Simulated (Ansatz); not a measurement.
TiB2:

```xyz
3
Lattice="3.0292 0.0000 0.0000 -1.5146 2.6234 0.0000 0.0000 0.0000 3.2284" Properties=species:S:1:pos:R:3 pbc="T T T"
Ti    0.0000    0.0000    0.0000
B     1.5146    0.8745    1.6142
B     0.0000    1.7489    1.6142
```

Base run:

* Program: Ansatz 0.2.0
* Functional: LDA
* Potentials or basis: Ansatz PAW
* Cutoff: 420 eV (not typed: the program's choice for these potentials)
* k mesh: 10 × 10 × 8
* Occupations: fermi-dirac, width 0.05 eV
* Spin: no spin polarisation
* Hubbard terms: Ti d U = 2 eV

Its results: band gap on the k mesh none (metal or under the smearing width); pressure -9.5 GPa.

Q: The run is repeated on the same cell with these changes: hubbard terms from Ti d U = 2 eV to Ti d U = 5 eV. What comes out?

A: Band gap on the k mesh none (metal or under the smearing width); pressure -6.7 GPa.

Caveats: U without spin polarisation on a metal has little footing; the PAW data sets come from PBE, with cores solved anew for the run's functional, which leaves a small shift of forces and pressure; the U is typed as a test and isn't derived for this compound; the density of states is complete only up to the lowest level of the last band computed.
